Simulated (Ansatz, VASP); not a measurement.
## Two plane-wave programs on ZrB3

Contents of INCAR:

```
SYSTEM = ZrB3
PREC = Accurate
ENCUT = 520
EDIFF = 1E-7
ISMEAR = 0
SIGMA = 0.1
LREAL = .False.
LASPH = .True.
NELM = 100
ALGO = Normal
ISIF = 2
LWAVE = .False.
LCHARG = .True.
GGA = PE
LELF = .True.
LVHAR = .True.
NBANDS = 31
```

The input KPOINTS:

```
Automatic mesh
0
Gamma
  6 6 4
  0 0 0
```

POSCAR

```
ZrB3
1.0
    4.5668524087      0.0000000000      0.0000000000
   -2.2834262044      3.9550102013      0.0000000000
    0.0000000000      0.0000000000      4.9198836789
Zr B
2 6
Direct
    0.3333333333      0.6666666667      0.2500000000
    0.6666666667      0.3333333333      0.7500000000
    0.0455000000      0.3763000000      0.2500000000
    0.6692000000      0.0455000000      0.7500000000
    0.6237000000      0.6692000000      0.2500000000
    0.9545000000      0.6237000000      0.7500000000
    0.3308000000      0.9545000000      0.2500000000
    0.3763000000      0.3308000000      0.7500000000
```

Input for Ansatz:

```yaml
crystal:
  lattice:
    - [4.5668524087, 0.0, 0.0]
    - [-2.2834262044, 3.9550102013, 0.0]
    - [0.0, 0.0, 4.9198836789]
  atoms:
    - { symbol: Zr, position: [0.3333333333, 0.6666666667, 0.25] }
    - { symbol: Zr, position: [0.6666666667, 0.3333333333, 0.75] }
    - { symbol: B, position: [0.0455, 0.3763, 0.25] }
    - { symbol: B, position: [0.6692, 0.0455, 0.75] }
    - { symbol: B, position: [0.6237, 0.6692, 0.25] }
    - { symbol: B, position: [0.9545, 0.6237, 0.75] }
    - { symbol: B, position: [0.3308, 0.9545, 0.25] }
    - { symbol: B, position: [0.3763, 0.3308, 0.75] }
basis:
  ecutwfc: 420
kpoints:
  mp_grid: { grid: [6, 6, 4] }
hamiltonian:
  xc: pbe
scf:
  occupations: { method: gaussian, width: 0.1 }
  lower_state_search: "off"
output:
  forces: true
  stress: true
  eigenvalues: true
```

Alike in both runs: task single point; functional PBE; k mesh 6 × 6 × 4; occupations gaussian, width 0.1 eV; no spin polarisation.

|  | VASP | Ansatz |
| --- | --- | --- |
| version | VASP 6.6.1 | Ansatz 0.2.0 |
| potentials or method | VASP PAW PBE potentials, release 64 (Zr_sv, B) | scalar-relativistic, plane waves, PAW |
| plane-wave cutoff (eV) | 520 | 420 |
| valence electrons in the cell | 42 | 42 |

```tsv
	VASP	Ansatz	Ansatz less VASP
gap on the k mesh at the Fermi level (eV)	none	none	-
rms of the force components (eV/Å)	20.051	20.528	+0.4777
```

Atom by atom the forces differ by 0.478 eV/Å (rms over components). A gap of «none» marks a metal or a gap that the smearing closes.

Caveats: forces of over 1 eV/Å show positions far from the minimum, so gaps and moduli don't describe the material at rest.
